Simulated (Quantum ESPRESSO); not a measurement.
# Ba in Quantum ESPRESSO: convergence with k mesh

Input of the first run (k mesh 1 × 1 × 1); the others differ in this setting and in those tied to it:

Contents of pw.in:

```
&CONTROL
  calculation = 'scf'
  prefix = 'pwscf'
  outdir = './tmp'
  pseudo_dir = './pseudo'
  tprnfor = .true.
  tstress = .true.
  disk_io = 'nowf'
/
&SYSTEM
  ibrav = 0
  nat = 1
  ntyp = 1
  ecutwfc = 57
  nbnd = 10
  occupations = 'smearing'
  smearing = 'fd'
  degauss = 0.00999582
/
&ELECTRONS
  conv_thr = 2d-10
  electron_maxstep = 120
  mixing_beta = 0.5
/
ATOMIC_SPECIES
Ba   137.3270 Ba.upf
CELL_PARAMETERS angstrom
  -2.5065000000    2.5065000000    2.5065000000
   2.5065000000   -2.5065000000    2.5065000000
   2.5065000000    2.5065000000   -2.5065000000
ATOMIC_POSITIONS crystal
Ba     0.0000000000    0.0000000000    0.0000000000
K_POINTS automatic
1 1 1 0 0 0
```

Potentials or basis: Ansatz NC SR PBE.

Run with:

```bash
$ OMP_NUM_THREADS=1 pw.x -in pw.in > pw.out
```

Hardware: 1 thread of Arm Neoverse V2, with other jobs on the host.

Task: The values tried are 1 × 1 × 1, 2 × 2 × 2, 4 × 4 × 4, 5 × 5 × 5, 6 × 6 × 6, 7 × 7 × 7, 8 × 8 × 8, 10 × 10 × 10, 11 × 11 × 11, loosest first. From which on does the pressure stay within 0.1 GPa of the tightest run that finished?

Result: From 5 × 5 × 5 on.

```tsv
k mesh	energy less the tightest run, at zero smearing (meV/atom)	pressure (GPa)	SCF cycles	CPU time (s)	peak memory (GiB)
1 × 1 × 1	-2886.42	5.44	7	0.85	0.06
2 × 2 × 2	-640.71	-4.24	7	1.7	0.06
4 × 4 × 4	8.93	0.36	8	4	0.06
5 × 5 × 5	-6.35	0.03	8	4.8	0.06
6 × 6 × 6	3.68	0.11	7	7.2	0.07
7 × 7 × 7	1.61	0.10	7	8.3	0.07
8 × 8 × 8	-1.66	0.08	7	12	0.07
10 × 10 × 10	0.37	0.09	8	21	0.08
11 × 11 × 11	0.00	0.09	7	22	0.08
```

Against the tightest run, the energy stays within 1 meV/atom from 10 × 10 × 10 on. Meshes of other sizes hit other points, so gaps and Fermi surfaces needn't settle smoothly. The tightest run that finished is the yardstick and may itself not be fully converged.

Spin-orbit coupling is left out, which matters for the levels of Ba.
